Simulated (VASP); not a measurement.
# ZrS2 in VASP: a series of runs, part 2 of 2

VASP 6.6.1.

## 4. Relaxation of cell and atoms, PBE+D3(BJ)

Input file INCAR:

```
SYSTEM = ZrS2
PREC = Accurate
ENCUT = 600
EDIFF = 1E-7
ISMEAR = 0
SIGMA = 0.03
LREAL = .False.
LASPH = .True.
NELM = 80
ALGO = Normal
ISIF = 3
LWAVE = .False.
LCHARG = .False.
GGA = PE
IVDW = 12
IBRION = 2
NSW = 90
EDIFFG = -0.005
LATTICE_CONSTRAINTS = .TRUE. .TRUE. .FALSE.
KPAR = 2
```

Input file KPOINTS:

```
Automatic mesh
0
Gamma
  9 9 1
  0 0 0
```

Input file POSCAR:

```
ZrS2                                    
1.0
    3.6407713648     -0.0000000001      0.0000000000
   -1.8203856776      3.1530004881      0.0000000000
    0.0000000000      0.0000000000     26.9155419100
  S               Zr            
     4     2
Direct
     0.6666666699999979    0.3333333400000029    0.3387989035096342
     0.3333333300000021    0.6666666599999971    0.4473796312796124
     0.6666666699999979    0.3333333400000029    0.5526203687203874
     0.3333333300000021    0.6666666599999971    0.6612010964903657
     0.0000000000000000    1.0000000000000000    0.3931476179019300
     0.0000000000000000    1.0000000000000000    0.6068523820980697
```

Potentials or basis: VASP PAW PBE potentials, release 64 (S, Zr_sv).

Started as:

```
cat potpaw_PBE.64/S/POTCAR potpaw_PBE.64/Zr_sv/POTCAR > POTCAR
mpirun -np 2 vasp_std > vasp.out
```

OUTCAR:

```text
SYSTEM = ZrS2
   PREC = Accurate
   ENCUT = 600
   EDIFF = 1E-7
   ISMEAR = 0
   LREAL = .False.
   LASPH = .True.
   NELM = 80
   ISIF = 3
   GGA = PE
   IVDW = 12
   IBRION = 2
   NSW = 90
   EDIFFG = -0.005
 IVDW          = 12

 ion  position               nearest neighbor table
   1  0.667  0.333  0.339-   5 2.56   5 2.56   5 2.56
   2  0.333  0.667  0.447-   5 2.56   5 2.56   5 2.56
   3  0.667  0.333  0.553-   6 2.56   6 2.56   6 2.56
   4  0.333  0.667  0.661-   6 2.56   6 2.56   6 2.56
   5  0.000  0.000  0.393-   2 2.56   2 2.56   2 2.56   1 2.56   1 2.56   1 2.56
   6  0.000  0.000  0.607-   3 2.56   3 2.56   3 2.56   4 2.56   4 2.56   4 2.56

  LATTYP: Found a hexagonal cell.
 ALAT       =     3.6407713648
 C/A-ratio  =     7.3928130094

  Lattice vectors:

 A1 = (   3.6407713648,  -0.0000000001,   0.0000000000)
 A2 = (  -1.8203856776,   3.1530004881,   0.0000000000)
 A3 = (   0.0000000000,   0.0000000000,  26.9155419100)

Analysis of symmetry for initial positions (statically):
=====================================================================
 Subroutine PRICEL returns:
 Original cell was already a primitive cell.

 Routine SETGRP: Setting up the symmetry group for a
 hexagonal supercell.

 Subroutine GETGRP returns: Found 12 space group operations
 (whereof 12 operations were pure point group operations)
 out of a pool of 24 trial point group operations.

The static configuration has the point symmetry D_3d.

Analysis of symmetry for dynamics (positions and initial velocities):
=====================================================================
 Subroutine PRICEL returns:
 Original cell was already a primitive cell.

 Routine SETGRP: Setting up the symmetry group for a
 hexagonal supercell.

 Subroutine GETGRP returns: Found 12 space group operations
 (whereof 12 operations were pure point group operations)
 out of a pool of 24 trial point group operations.

The dynamic configuration has the point symmetry D_3d.

 Subroutine INISYM returns: Found 12 space group operations
 (whereof 12 operations are pure point group operations),
 and found     1 'primitive' translations

----------------------------------------------------------------------------------------

                                     Primitive cell

  volume of cell :     308.9730

  direct lattice vectors                    reciprocal lattice vectors
     3.640771365 -0.000000000  0.000000000     0.274667069  0.158579106  0.000000000
    -1.820385678  3.153000488  0.000000000     0.000000000  0.317158213  0.000000000
     0.000000000  0.000000000 26.915541910     0.000000000  0.000000000  0.037153255

  length of vectors
     3.640771365  3.640771360 26.915541910     0.317158212  0.317158213  0.037153255

  position of ions in fractional coordinates (direct lattice)
     0.666666670  0.333333340  0.338798904
[... 116 lines left out ...]

 Free energy of the ion-electron system (eV)
  ---------------------------------------------------
  ext. energy  EPLUGINS =         0.00000000
  ---------------------------------------------------
  free energy    TOTEN  =       -42.80082949 eV

  energy without entropy =      -42.80082949  energy(sigma->0) =      -42.80082949

------------------------ aborting loop because EDIFF is reached ----------------------------------------

 Edisp (eV)   -1.80547

 E8    (eV) :    -0.7926

  FORCE on cell =-STRESS in cart. coord.  units (eV):
  Direction    XX          YY          ZZ          XY          YZ          ZX
  --------------------------------------------------------------------------------------
  -------------------------------------------------------------------------------------
  Total      -0.01496    -0.01496    -0.07837    -0.00000     0.00000    -0.00000
  in kB      -0.07759    -0.07759    -0.40641    -0.00000     0.00000    -0.00000
  external pressure =       -0.19 kB  Pullay stress =        0.00 kB

 VOLUME and BASIS-vectors are now :
 -----------------------------------------------------------------------------
  energy-cutoff  :      600.00
  volume of cell :      308.97
      direct lattice vectors                 reciprocal lattice vectors
     3.640771365 -0.000000000  0.000000000     0.274667069  0.158579106  0.000000000
    -1.820385678  3.153000488  0.000000000     0.000000000  0.317158213  0.000000000
     0.000000000  0.000000000 26.915541910     0.000000000  0.000000000  0.037153255

 POSITION                                       TOTAL-FORCE (eV/Angst)
 -----------------------------------------------------------------------------------
      1.82039      1.05100      9.11896         0.000000      0.000000      0.005886
      0.00000      2.10200     12.04147        -0.000000      0.000000     -0.001304
      1.82039      1.05100     14.87408         0.000000     -0.000000      0.001304
      0.00000      2.10200     17.79659        -0.000000     -0.000000     -0.005886
      0.00000      0.00000     10.58178        -0.000000     -0.000000      0.000046
      0.00000      0.00000     16.33376        -0.000000     -0.000000     -0.000046
 -----------------------------------------------------------------------------------
    total drift:                               -0.000000     -0.000000     -0.000000

  FREE ENERGIE OF THE ION-ELECTRON SYSTEM (eV)
  ---------------------------------------------------
  free  energy   TOTEN  =       -44.6063018850 eV

  energy  without entropy=      -44.6063018850  energy(sigma->0) =      -44.60630188

--------------------------------------- Ionic step        2  -------------------------------------------

 number of electron      48.0000000 magnetization

 Free energy of the ion-electron system (eV)
  ---------------------------------------------------
  ext. energy  EPLUGINS =         0.00000000
  ---------------------------------------------------
  free energy    TOTEN  =       -42.80032027 eV

  energy without entropy =      -42.80032027  energy(sigma->0) =      -42.80032027

 E-fermi :  -1.4171     XC(G=0):  -4.5407

 val. band max:       -1.5514041941   @ k =   0.0000   0.0000   0.0000
 cond. band min:      -0.5218773679   @ k =   0.4444   0.0000   0.0000
 fundamental gap:      1.0295268262
 Fermi energy:        -1.4171380418

 k-point     1 :       0.0000    0.0000    0.0000
  band No.  band energies     occupation
      1     -50.4180      2.00000
      2     -50.4180      2.00000
      3     -28.4903      2.00000
      4     -28.4899      2.00000
      5     -28.3271      2.00000
      6     -28.3271      2.00000
[... 361 lines left out ...]
     27       1.4849      0.00000
     28       1.4850      0.00000

------------------------ aborting loop because EDIFF is reached ----------------------------------------

 Edisp (eV)   -1.80598

 E8    (eV) :    -0.7928

  FORCE on cell =-STRESS in cart. coord.  units (eV):
  Direction    XX          YY          ZZ          XY          YZ          ZX
  --------------------------------------------------------------------------------------
  -------------------------------------------------------------------------------------
  Total       0.01475     0.01475    -0.05383     0.00000    -0.00000     0.00000
  in kB       0.07652     0.07652    -0.27918     0.00000    -0.00000     0.00000
  external pressure =       -0.04 kB  Pullay stress =        0.00 kB

 VOLUME and BASIS-vectors are now :
 -----------------------------------------------------------------------------
  energy-cutoff  :      600.00
  volume of cell :      308.90
      direct lattice vectors                 reciprocal lattice vectors
     3.640333332 -0.000000000  0.000000000     0.274700119  0.158598187  0.000000000
    -1.820166661  3.152621141  0.000000000     0.000000000  0.317196376  0.000000000
     0.000000000  0.000000000 26.915541910     0.000000000  0.000000000  0.037153255

 POSITION                                       TOTAL-FORCE (eV/Angst)
 -----------------------------------------------------------------------------------
      1.82017      1.05087      9.11924        -0.000000      0.000000      0.000668
      0.00000      2.10175     12.04140         0.000000      0.000000      0.002197
      1.82017      1.05087     14.87414         0.000000     -0.000000     -0.002197
      0.00000      2.10175     17.79630        -0.000000     -0.000000     -0.000668
      1.82017      3.15262     10.58178        -0.000000     -0.000000      0.001867
      1.82017      3.15262     16.33376        -0.000000      0.000000     -0.001867
 -----------------------------------------------------------------------------------
    total drift:                                0.000000      0.000000     -0.000000

  FREE ENERGIE OF THE ION-ELECTRON SYSTEM (eV)
  ---------------------------------------------------
  free  energy   TOTEN  =       -44.6063041727 eV

  energy  without entropy=      -44.6063041727  energy(sigma->0) =      -44.60630417

 reached required accuracy - stopping structural energy minimisation
```

It took 94 s on 2 MPI ranks of Intel Xeon 6975P-C (Granite Rapids), shared host; peak memory 0.53 GiB.

What came out:

```yaml
Free_energy: -44.6063 eV
Relaxed_volume: 51.48 Å³/atom
Relaxed_cell: a = 3.640 Å, b = 3.640 Å, c = 26.916 Å, α = 90.00°, β = 90.00°, γ = 120.00°
Space_group_after_relaxing_to_0.05_Å: P-3m1 (No. 164)
Energy_gained_by_relaxing: 0.0 meV/atom
Ionic_steps: 2
Band_gap_on_the_k_mesh: 1.03 eV, indirect (least direct gap 1.65 eV)
Dispersion_energy_per_atom: -0.301 eV
```

Forces in eV/Å, atoms in the order of the input:
```
S    0.000  0.000  0.001
S    0.000  0.000  0.002
S    0.000  0.000 -0.002
S    0.000  0.000 -0.001
Zr   0.000  0.000  0.002
Zr   0.000  0.000 -0.002
```

Final structure:
```
CELL_PARAMETERS angstrom
3.64033 0.00000 0.00000
-1.82017 3.15262 0.00000
0.00000 0.00000 26.91554
ATOMIC_POSITIONS crystal
S 0.66667 0.33333 0.33881
S 0.33333 0.66667 0.44738
S 0.66667 0.33333 0.55262
S 0.33333 0.66667 0.66119
Zr 0.00000 0.00000 0.39315
Zr 0.00000 0.00000 0.60685
```

Levels at points of the mesh, in eV from the valence-band top:
```csv
k point,band 20,band 21,band 22,band 23,band 24,band 25,band 26,band 27,band 28
"(0.00, 0.00, 0.00)",-0.34,-0.10,-0.10,0.00,0.00,1.65,1.65,1.67,1.67
```

A hybrid or GW would open this gap; PBE tends to underestimate it.

## 5. Relaxation of cell and atoms, PBE

This run uses another cell than the first one, of 52.94 Å³/atom, 1.028 times its volume.

Input file INCAR:

```
PREC     = Accurate       # precision mode
ENCUT    = 600            # plane-wave cutoff, eV
EDIFF    = 1E-6           # SCF threshold, eV
ISMEAR   = 0              # smearing method
SIGMA    = 0.03           # smearing width, eV
LREAL    = False          # projectors in reciprocal space
LASPH    = True           # aspherical terms in the spheres
NELM     = 80             # most SCF steps
ALGO     = Normal         # electronic algorithm
ISIF     = 3              # what is computed and relaxed
LWAVE    = False          # write WAVECAR
LCHARG   = False          # write CHGCAR
GGA      = PE             # functional
IBRION   = 2              # ionic algorithm
NSW      = 90             # ionic steps
EDIFFG   = -0.01          # ionic threshold
LATTICE_CONSTRAINTS= .TRUE. .TRUE. .FALSE.
```

Input file KPOINTS:

```
regular mesh
0
Gamma
  9 9 1
```

Input file POSCAR:

```
ZrS2
1.0
    3.6913825500      0.0000000000      0.0000000000
   -1.8456912700      3.1968310600      0.0000000000
    0.0000000000      0.0000000000     26.9155419100
S Zr
4 2
Direct
    0.6666666700      0.3333333400      0.3343793000
    0.3333333300      0.6666666600      0.4411750300
    0.6666666700      0.3333333400      0.5588249700
    0.3333333300      0.6666666600      0.6656207000
    0.0000000000      0.0000000000      0.3877771600
    0.0000000000      0.0000000000      0.6122228400
```

Started as:

```
cat potpaw_PBE.64/S/POTCAR potpaw_PBE.64/Zr_sv/POTCAR > POTCAR
mpirun -np 1 vasp_std > vasp.out
```

Run time: 31 min. Hardware: 1 thread of AMD EPYC 9R45 (Zen 5), shared host; peak memory 0.53 GiB.

The run converged. Its results:

- Free energy: -42.8754 eV
- Relaxed volume: 52.74 Å³/atom
- Relaxed cell: a = 3.685 Å, b = 3.685 Å, c = 26.916 Å, α = 90.00°, β = 90.00°, γ = 120.00°
- Space group after relaxing (to 0.05 Å): P-3m1 (No. 164)
- Energy gained by relaxing: 2.8 meV/atom
- Ionic steps: 42
- Largest force after relaxing: 0.008 eV/Å
- Band gap on the k mesh: 1.18 eV, indirect (least direct gap 1.69 eV)

Forces in eV/Å, atoms in the order of the input:
```
S    0.000  0.000 -0.002
S    0.000  0.000 -0.008
S    0.000  0.000  0.008
S    0.000  0.000  0.002
Zr   0.000  0.000 -0.001
Zr   0.000  0.000  0.001
```

The path:
| step | energy change (eV) | largest force (eV/Å) | pressure (GPa) | volume (Å³) |
| --- | --- | --- | --- | --- |
| 1 | 0.0000 | 0.0952 | 0.16 | 317.62 |
| 3 | -0.0008 | 0.0299 | -0.01 | 318.14 |
| 5 | -0.0018 | 0.0444 | 0.05 | 316.30 |
| 7 | -0.0018 | 0.0379 | 0.04 | 316.69 |
| 9 | -0.0018 | 0.0413 | 0.04 | 316.47 |
| 11 | -0.0022 | 0.0448 | 0.16 | 316.10 |
| 13 | -0.0025 | 0.0465 | 0.16 | 316.26 |
| 15 | -0.0033 | 0.0545 | 0.12 | 316.96 |
| 17 | -0.0042 | 0.0608 | 0.06 | 317.84 |
| 19 | -0.0074 | 0.0627 | 0.04 | 317.40 |
| 21 | -0.0096 | 0.2611 | -0.05 | 315.64 |
| 23 | -0.0109 | 0.1773 | -0.02 | 316.25 |
| 25 | -0.0130 | 0.1084 | 0.00 | 315.75 |
| 27 | -0.0143 | 0.0520 | 0.03 | 314.94 |
| 29 | -0.0152 | 0.0724 | -0.06 | 315.97 |
| 31 | -0.0153 | 0.0825 | -0.11 | 316.48 |
| 33 | -0.0163 | 0.0329 | -0.05 | 316.73 |
| 35 | -0.0165 | 0.0251 | 0.01 | 316.92 |
| 37 | -0.0166 | 0.0201 | 0.04 | 316.50 |
| 39 | -0.0166 | 0.0209 | 0.00 | 316.42 |
| 41 | -0.0167 | 0.0118 | 0.00 | 316.43 |
| 42 | -0.0167 | 0.0078 | 0.00 | 316.44 |

Final structure:
```
CELL_PARAMETERS angstrom
3.68451 0.00000 0.00000
-1.84226 3.19088 0.00000
0.00000 0.00000 26.91554
ATOMIC_POSITIONS crystal
S 0.66667 0.33333 0.32524
S 0.33333 0.66667 0.43292
S 0.66667 0.33333 0.56708
S 0.33333 0.66667 0.67476
Zr 0.00000 0.00000 0.37907
Zr 0.00000 0.00000 0.62093
```

Levels at points of the mesh, in eV from the valence-band top:
```tsv
k point	band 21	band 22	band 23	band 24	band 25	band 26	band 27	band 28
(0.00, 0.00, 0.00)	-0.02	-0.02	0.00	0.00	1.69	1.69	1.69	1.69
```

Caveat: without dispersion, layers of such crystals drift apart on relaxing, which shifts levels and gaps; volumes and pressures include the vacuum.
